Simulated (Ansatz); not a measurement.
# KBr: the cost of one run

Program: Ansatz 0.2.0. Level of theory: DFT PBE, scalar-relativistic, plane waves, PAW. These are calculated values, not measurements.

The COD entry's cell or inner coordinates are ideal or old and differ from later refinements, so a difference from it is no clean test against experiment.

**1. The starting structure**

It takes space group Fm-3m (No. 225, cubic). The conventional cell has a = 6.585 Å, b = 6.585 Å, c = 6.585 Å, α = 90.00°, β = 90.00°, γ = 90.00°. Around K (site symmetry m-3m) lie 6 Br at 3.29 Å. Br (site symmetry m-3m) has 6 K at 3.29 Å in its first shell of neighbours.

Structure file:

```cif
data_structure
_symmetry_space_group_name_H-M 'P 1'
_symmetry_Int_Tables_number 1
_cell_length_a 4.6563
_cell_length_b 4.6563
_cell_length_c 4.6563
_cell_angle_alpha 60.000
_cell_angle_beta 60.000
_cell_angle_gamma 60.000
_cell_volume 71.39
loop_
_atom_site_label
_atom_site_type_symbol
_atom_site_fract_x
_atom_site_fract_y
_atom_site_fract_z
_atom_site_occupancy
K1 K 0.00000 0.00000 0.00000 1
Br1 Br 0.50000 0.50000 0.50000 1
```

The cell is taken as given, not relaxed at this level.

**2. Zero of energy**

Reference values: F = -4324.4942 eV; pressure 0.83 GPa; largest force 0.000 eV/Å; gap on the mesh 4.45 eV. It was computed beforehand with the settings of the runs below.

**3. Next: a trigonal deformation path**

At fixed volume and fractional coordinates, lengths along (0.577, 0.577, 0.577) are scaled against those across it; ρ is that ratio over its starting value.

**4. Point ρ = 0.500**

File input.yaml:

```yaml
crystal:
  lattice:
    - [-1.3827633523, 2.7655267045, 2.7655267045]
    - [2.7655267045, -1.3827633523, 2.7655267045]
    - [2.7655267045, 2.7655267045, -1.3827633523]
  atoms:
    - { symbol: K, position: [0.0, 0.0, 0.0] }
    - { symbol: Br, position: [0.5, 0.5, 0.5] }
basis:
  ecutwfc: 420
kpoints:
  mp_grid: { grid: [8, 8, 8] }
hamiltonian:
  xc: pbe
scf:
  occupations: { method: gaussian, width: 0.05 }
output:
  forces: true
  stress: true
  eigenvalues: true
```

The run is started by

```sh
$ ansatz run input.yaml --threads 1 --pin off --max-ram 2560MiB --backend cpu --events-out ev --progress --plain --runs-dir out
```

**Question.** How long does this run take on 1 thread of Arm Neoverse V1, shared host, and how much memory does it need?

About 2.1 s, with a peak of 0.3 GiB.
